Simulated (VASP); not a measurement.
# SiC (P6_3mc) in VASP: phonons with PBE

Aim: the phonons of SiC with PBE.

All numbers are computed with VASP 6.6.1; they aren't measurements. Logs are shortened: lines on timing, memory, paths and dates and some standing lists are left out, and cuts for length are marked.

### 1 Starting point

The structure is hexagonal, space group P6_3mc (No. 186). Conventional cell: a = 3.093 Å, b = 3.093 Å, c = 10.127 Å, α = 90.00°, β = 90.00°, γ = 120.00°. Si (site symmetry 3m) has 4 C at 1.90 Å as nearest neighbours. Si (site symmetry 3m) has 4 C at 1.89 to 1.90 Å as nearest neighbours. Around C (site symmetry 3m) lie 4 Si at 1.89 to 1.90 Å. C (site symmetry 3m) is surrounded by 4 Si at 1.90 Å.

The cell was built by a generator and needn't be a form met in nature.

### 2 Phonons, PBE

Input file POSCAR:

```
SiC
1.0
    3.0932830867      0.0000000000      0.0000000000
   -1.5466415434      2.6788617342      0.0000000000
    0.0000000000      0.0000000000     10.1265447771
  Si              C
     4     4
Direct
     0.0000000000000000    0.0000000000000000    0.9999114078075398
     0.3333333332999970    0.6666666667000030    0.2498610203750252
     0.6666666667000030    0.3333333332999970    0.4999114078075398
     0.3333333332999970    0.6666666667000030    0.7498610203750253
     0.0000000000000000    0.0000000000000000    0.1879321281453997
     0.3333333332999970    0.6666666667000030    0.4372954436720353
     0.6666666667000030    0.3333333332999970    0.6879321281453996
     0.3333333332999970    0.6666666667000030    0.9372954436720352
```

Input file INCAR.step1:

```
SYSTEM = SiC
ALGO     = Normal         ! electronic algorithm
EDIFF    = 1E-8           ! SCF threshold, eV
EDIFFG   = -0.002         ! ionic threshold
ENCUT    = 600            ! plane-wave cutoff, eV
GGA      = PE             ! functional
IBRION   = 2              ! ionic algorithm
ISIF     = 3              ! what is computed and relaxed
ISMEAR   = -1             ! smearing method
KPAR     = 4            
LASPH    = .True.         ! aspherical terms in the spheres
LCHARG   = .False.        ! write CHGCAR
LREAL    = .False.        ! projectors in reciprocal space
LWAVE    = .False.        ! write WAVECAR
NELM     = 60             ! most SCF steps
NSW      = 40             ! ionic steps
PREC     = Accurate       ! precision mode
SIGMA    = 0.05           ! smearing width, eV
```

Input file INCAR.step2:

```
SYSTEM = SiC
ALGO     = Normal         ! electronic algorithm
EDIFF    = 1E-8           ! SCF threshold, eV
ENCUT    = 600            ! plane-wave cutoff, eV
GGA      = PE             ! functional
IBRION   = 8              ! ionic algorithm
ISIF     = 2              ! what is computed and relaxed
ISMEAR   = -1             ! smearing method
KPAR     = 4            
LASPH    = .True.         ! aspherical terms in the spheres
LCHARG   = .False.        ! write CHGCAR
LEPSILON = .True.         ! dielectric tensor by DFPT
LREAL    = .False.        ! projectors in reciprocal space
LWAVE    = .False.        ! write WAVECAR
NELM     = 60             ! most SCF steps
NSW      = 1              ! ionic steps
PREC     = Accurate       ! precision mode
SIGMA    = 0.05           ! smearing width, eV
```

Input file KPOINTS:

```
k-points
0
Gamma
  10 10 3
  0 0 0
```

Potentials or basis: VASP PAW PBE potentials, release 64 (Si, C).

The run is started by

```
> cat potpaw_PBE.64/Si/POTCAR potpaw_PBE.64/C/POTCAR > POTCAR
> cp INCAR.step1 INCAR
> mpirun -np 4 vasp_std > vasp.out
> cp CONTCAR POSCAR
> cp INCAR.step2 INCAR
> mpirun -np 4 vasp_std > vasp.out
```

OUTCAR:

```text
SYSTEM = SiC
   EDIFF = 1E-8
   ENCUT = 600
   GGA = PE
   IBRION = 8
   ISIF = 2
   ISMEAR = -1
   LASPH = .True.
   LEPSILON = .True.
   LREAL = .False.
   NELM = 60
   NSW = 1
   PREC = Accurate

 ion  position               nearest neighbor table
   1  0.000  0.000  1.000-   8 1.90   8 1.90   8 1.90   5 1.90   2 3.10   2 3.10   2 3.10   4 3.10
                             4 3.10   4 3.10
   2  0.333  0.667  0.250-   5 1.89   5 1.89   5 1.89   6 1.90   1 3.10   1 3.10   1 3.10   3 3.10
                             3 3.10   3 3.10
   3  0.667  0.333  0.500-   6 1.90   6 1.90   6 1.90   7 1.90   4 3.10   4 3.10   4 3.10   2 3.10
                             2 3.10   2 3.10
   4  0.333  0.667  0.750-   7 1.89   7 1.89   7 1.89   8 1.90   3 3.10   3 3.10   3 3.10   1 3.10
                             1 3.10   1 3.10
   5  0.000  0.000  0.188-   2 1.89   2 1.89   2 1.89   1 1.90
   6  0.333  0.667  0.437-   3 1.90   3 1.90   3 1.90   2 1.90
   7  0.667  0.333  0.688-   4 1.89   4 1.89   4 1.89   3 1.90
   8  0.333  0.667  0.937-   1 1.90   1 1.90   1 1.90   4 1.90

  LATTYP: Found a hexagonal cell.
 ALAT       =     3.0931819163
 C/A-ratio  =     3.2738456261

  Lattice vectors:

 A1 = (   3.0931819163,   0.0000000000,   0.0000000000)
 A2 = (  -1.5465909582,   2.6787741181,   0.0000000000)
 A3 = (   0.0000000000,   0.0000000000,  10.1266000874)

Analysis of symmetry for initial positions (statically):
=====================================================================
 Subroutine PRICEL returns:
 Original cell was already a primitive cell.

 Routine SETGRP: Setting up the symmetry group for a
[... 921 lines left out ...]
  z     4.23994     4.23994    -8.44828    -0.00000    -0.00000    -0.00000

 SECOND DERIVATIVES (NOT SYMMETRIZED)
 ------------------------------------
               1X          1Y          1Z          2X          2Y          2Z          3X          3Y          3Z          4X          4Y          4Z          5X          5Y          5Z          6X          6Y          6Z          7X          7Y          7Z          8X          8Y          8Z
  1X   -19.247825    0.000000    0.000000    0.308133   -0.000000   -0.000000   -0.091234    0.000000    0.000000    0.341045   -0.000000   -0.000000    2.144427   -0.000000    0.000000    0.231208   -0.000000   -0.000000   -0.110758    0.000000    0.000000   16.425004   -0.000000   -0.000000
  1Y     0.000000  -19.247825    0.000000   -0.000000    0.308133   -0.000000    0.000000   -0.091234   -0.000000   -0.000000    0.341045    0.000000   -0.000000    2.144427   -0.000000   -0.000000    0.231208    0.000000    0.000000   -0.110758   -0.000000   -0.000000   16.425004    0.000000
  1Z    -0.000000    0.000000  -29.493773   -0.000000   -0.000000    4.455156   -0.000000   -0.000000    2.154827    0.000000    0.000000    4.667639   -0.000000    0.000000   10.253913    0.000000    0.000000   -2.305001   -0.000000    0.000000   -1.508299    0.000000    0.000000   11.775538
  2X     0.308063   -0.000000    0.000000  -19.425615    0.000000    0.000000    0.340256   -0.000000    0.000000    0.062130   -0.000000   -0.000000   16.415245   -0.000000    0.000000    2.094008   -0.000000   -0.000000    0.209932   -0.000000    0.000000   -0.004019    0.000000   -0.000000
  2Y    -0.000000    0.308063    0.000000    0.000000  -19.425615    0.000000   -0.000000    0.340256   -0.000000   -0.000000    0.062130    0.000000   -0.000000   16.415245   -0.000000   -0.000000    2.094008   -0.000000   -0.000000    0.209932   -0.000000    0.000000   -0.004019    0.000000
  2Z    -0.000000   -0.000000    4.455043   -0.000000    0.000000  -29.603473    0.000000    0.000000    4.670026    0.000000    0.000000    2.688449   -0.000000   -0.000000   11.513791    0.000000   -0.000000   10.417614   -0.000000    0.000000   -2.423365   -0.000000   -0.000000   -1.718086
  3X    -0.091234    0.000000   -0.000000    0.341045   -0.000000    0.000000  -19.247825    0.000000   -0.000000    0.308133   -0.000000    0.000000   -0.110758    0.000000   -0.000000   16.425004   -0.000000    0.000000    2.144427   -0.000000   -0.000000    0.231208   -0.000000    0.000000
  3Y     0.000000   -0.091234    0.000000   -0.000000    0.341045   -0.000000    0.000000  -19.247825    0.000000   -0.000000    0.308133    0.000000    0.000000   -0.110758    0.000000   -0.000000   16.425004   -0.000000   -0.000000    2.144427    0.000000   -0.000000    0.231208   -0.000000
  3Z     0.000000    0.000000    2.154827   -0.000000    0.000000    4.667639    0.000000    0.000000  -29.493773    0.000000    0.000000    4.455156    0.000000    0.000000   -1.508299   -0.000000    0.000000   11.775538    0.000000    0.000000   10.253913   -0.000000    0.000000   -2.305001
  4X     0.340256   -0.000000   -0.000000    0.062130   -0.000000    0.000000    0.308063   -0.000000   -0.000000  -19.425615    0.000000   -0.000000    0.209932   -0.000000   -0.000000   -0.004019    0.000000    0.000000   16.415245   -0.000000   -0.000000    2.094008   -0.000000    0.000000
  4Y    -0.000000    0.340256    0.000000   -0.000000    0.062130   -0.000000   -0.000000    0.308063    0.000000    0.000000  -19.425615    0.000000   -0.000000    0.209932    0.000000    0.000000   -0.004019   -0.000000   -0.000000   16.415245    0.000000   -0.000000    2.094008    0.000000
  4Z    -0.000000    0.000000    4.670026   -0.000000   -0.000000    2.688449    0.000000    0.000000    4.455043    0.000000   -0.000000  -29.603473    0.000000   -0.000000   -2.423365    0.000000    0.000000   -1.718086    0.000000    0.000000   11.513791   -0.000000    0.000000   10.417614
  5X     2.144777   -0.000000   -0.000000   16.417644   -0.000000    0.000000   -0.110976    0.000000   -0.000000    0.208397   -0.000000    0.000000  -18.961952    0.000000   -0.000000    0.259406   -0.000000    0.000000    0.089614   -0.000000   -0.000000   -0.046910    0.000000    0.000000
  5Y    -0.000000    2.144777    0.000000   -0.000000   16.417644    0.000000    0.000000   -0.110976    0.000000   -0.000000    0.208397   -0.000000    0.000000  -18.961952    0.000000   -0.000000    0.259406   -0.000000   -0.000000    0.089614   -0.000000    0.000000   -0.046910    0.000000
  5Z    -0.000000    0.000000   10.256493    0.000000   -0.000000   11.524080    0.000000   -0.000000   -1.509629    0.000000    0.000000   -2.428644   -0.000000    0.000000  -25.723561   -0.000000   -0.000000    2.766983    0.000000    0.000000    2.227044   -0.000000    0.000000    2.887235
  6X     0.230657   -0.000000   -0.000000    2.095032   -0.000000    0.000000   16.427742   -0.000000    0.000000   -0.004369    0.000000    0.000000    0.259035   -0.000000   -0.000000  -18.967956    0.000000   -0.000000   -0.047034    0.000000   -0.000000    0.006892   -0.000000    0.000000
  6Y    -0.000000    0.230657   -0.000000   -0.000000    2.095032    0.000000   -0.000000   16.427742   -0.000000    0.000000   -0.004369    0.000000   -0.000000    0.259035    0.000000    0.000000  -18.967956   -0.000000    0.000000   -0.047034    0.000000   -0.000000    0.006892    0.000000
  6Z    -0.000000   -0.000000   -2.311879    0.000000    0.000000   10.418538    0.000000    0.000000   11.780771    0.000000    0.000000   -1.719571   -0.000000    0.000000    2.769452    0.000000    0.000000  -26.167556    0.000000    0.000000    2.884409    0.000000    0.000000    2.345837
  7X    -0.110976    0.000000    0.000000    0.208397   -0.000000   -0.000000    2.144777   -0.000000    0.000000   16.417644   -0.000000   -0.000000    0.089614   -0.000000    0.000000   -0.046910    0.000000   -0.000000  -18.961952    0.000000    0.000000    0.259406   -0.000000    0.000000
  7Y     0.000000   -0.110976   -0.000000   -0.000000    0.208397    0.000000   -0.000000    2.144777   -0.000000   -0.000000   16.417644   -0.000000   -0.000000    0.089614    0.000000    0.000000   -0.046910   -0.000000    0.000000  -18.961952   -0.000000   -0.000000    0.259406    0.000000
  7Z     0.000000    0.000000   -1.509629   -0.000000    0.000000   -2.428644    0.000000   -0.000000   10.256493   -0.000000    0.000000   11.524080   -0.000000   -0.000000    2.227044    0.000000   -0.000000    2.887235    0.000000   -0.000000  -25.723561    0.000000    0.000000    2.766983
  8X    16.427742   -0.000000   -0.000000   -0.004369    0.000000    0.000000    0.230657   -0.000000    0.000000    2.095032   -0.000000   -0.000000   -0.047034    0.000000    0.000000    0.006892   -0.000000   -0.000000    0.259035   -0.000000    0.000000  -18.967956    0.000000    0.000000
  8Y    -0.000000   16.427742    0.000000    0.000000   -0.004369   -0.000000   -0.000000    0.230657    0.000000   -0.000000    2.095032   -0.000000    0.000000   -0.047034    0.000000   -0.000000    0.006892   -0.000000   -0.000000    0.259035   -0.000000    0.000000  -18.967956   -0.000000
  8Z    -0.000000    0.000000   11.780771   -0.000000   -0.000000   -1.719571    0.000000    0.000000   -2.311879    0.000000   -0.000000   10.418538   -0.000000   -0.000000    2.884409    0.000000    0.000000    2.345837    0.000000   -0.000000    2.769452   -0.000000   -0.000000  -26.167556

 Eigenvectors and eigenvalues of the dynamical matrix
 ----------------------------------------------------

   1 f  =   26.823344 THz   168.536042 2PiTHz  894.730452 cm-1   110.932388 meV
             X         Y         Z           dx          dy          dz
      0.000000  0.000000 10.125619     0.000000   -0.000000   -0.191554
     -0.000000  1.785849  2.530161     0.000000   -0.000000    0.287873
      1.546591  0.892925  5.062318     0.000000   -0.000000    0.191554
     -0.000000  1.785849  7.593461     0.000000   -0.000000   -0.287873
      0.000000  0.000000  1.903212    -0.000000    0.000000   -0.164868
     -0.000000  1.785849  4.428384    -0.000000    0.000000   -0.594352
      1.546591  0.892925  6.966512     0.000000    0.000000    0.164868
     -0.000000  1.785849  9.491684    -0.000000    0.000000    0.594352
[... 243 lines left out ...]
  24 f/i=    0.001205 THz     0.007571 2PiTHz    0.040191 cm-1     0.004983 meV
             X         Y         Z           dx          dy          dz
      0.000000  0.000000 10.125619     0.000000    0.000000    0.418469
     -0.000000  1.785849  2.530161     0.000000    0.000000    0.418470
      1.546591  0.892925  5.062318     0.000000    0.000000    0.418469
     -0.000000  1.785849  7.593461     0.000000    0.000000    0.418470
      0.000000  0.000000  1.903212     0.000000    0.000000    0.273626
     -0.000000  1.785849  4.428384     0.000000    0.000000    0.273669
      1.546591  0.892925  6.966512     0.000000    0.000000    0.273626
     -0.000000  1.785849  9.491684     0.000000    0.000000    0.273669

--------------------------------------------------------------------------------------------------------

 MACROSCOPIC STATIC DIELECTRIC TENSOR IONIC CONTRIBUTION
 ------------------------------------------------------
           3.275657    -0.000000     0.000000
          -0.000000     3.275657    -0.000000
           0.000000    -0.000000     3.653767
 ------------------------------------------------------

 ELASTIC MODULI CONTR FROM IONIC RELAXATION (kBar)
 Direction    XX          YY          ZZ          XY          YZ          ZX
 --------------------------------------------------------------------------------
 XX        -415.4915    239.5277    171.0031      0.0000     -0.0000      0.0000
 YY         239.5277   -415.4915    171.0031      0.0000      0.0000      0.0000
 ZZ         171.0031    171.0031   -333.4556     -0.0000     -0.0000     -0.0000
 XY           0.0000      0.0000     -0.0000   -327.5096     -0.0000      0.0000
 YZ          -0.0000     -0.0000     -0.0000     -0.0000    -89.7467      0.0000
 ZX           0.0000     -0.0000     -0.0000      0.0000      0.0000    -96.0684
 --------------------------------------------------------------------------------

 PIEZOELECTRIC TENSOR IONIC CONTR  for field in x, y, z        (C/m^2)
          XX          YY          ZZ          XY          YZ          ZX
  --------------------------------------------------------------------------------
  x     0.00000    -0.00000    -0.00000     0.00000     0.00000    -0.52622
  y    -0.00000    -0.00000    -0.00000     0.00000    -0.50832     0.00000
  z    -0.53234    -0.53234     1.03705     0.00000     0.00000     0.00000
```

It took 12 min on 4 MPI ranks of Intel Xeon Platinum 8488C (Sapphire Rapids), shared host; peak memory 0.91 GiB.

What came out:

| Item | Value |
| --- | --- |
| Electronic dielectric tensor (diagonal) | 7.05, 7.05, 7.32 |
| Born charges (mean of the diagonal) | Si +2.65, +2.74; C -2.70, -2.69 e |
| Highest phonon frequency at Γ, LO-TO splitting left out | 895 cm⁻¹ |

Phonon frequencies in cm⁻¹ (negative: imaginary):
```csv
q point,frequencies
"(0.000, 0.000, 0.000)",0 0 0 191 191 198 198 258 258 391 398 592 748 748 757 757 763 765 765 778 778 815 886 895
```

Electronic dielectric tensor:
```
7.05 0.00 0.00
0.00 7.05 0.00
0.00 0.00 7.32
```

Born effective charge tensors (e):
atom 1, Si
```
2.66 0.00 0.00
0.00 2.66 0.00
0.00 0.00 2.62
```
atom 2, Si
```
2.67 0.00 0.00
0.00 2.67 0.00
0.00 0.00 2.90
```
atom 3, Si
```
2.66 0.00 0.00
0.00 2.66 0.00
0.00 0.00 2.62
```
atom 4, Si
```
2.67 0.00 0.00
0.00 2.67 0.00
0.00 0.00 2.90
```
atom 5, C
```
-2.69  0.00  0.00
 0.00 -2.69  0.00
 0.00  0.00 -2.72
```
atom 6, C
```
-2.64  0.00  0.00
 0.00 -2.64  0.00
 0.00  0.00 -2.79
```
atom 7, C
```
-2.69  0.00  0.00
 0.00 -2.69  0.00
 0.00  0.00 -2.72
```
atom 8, C
```
-2.64  0.00  0.00
 0.00 -2.64  0.00
 0.00  0.00 -2.79
```
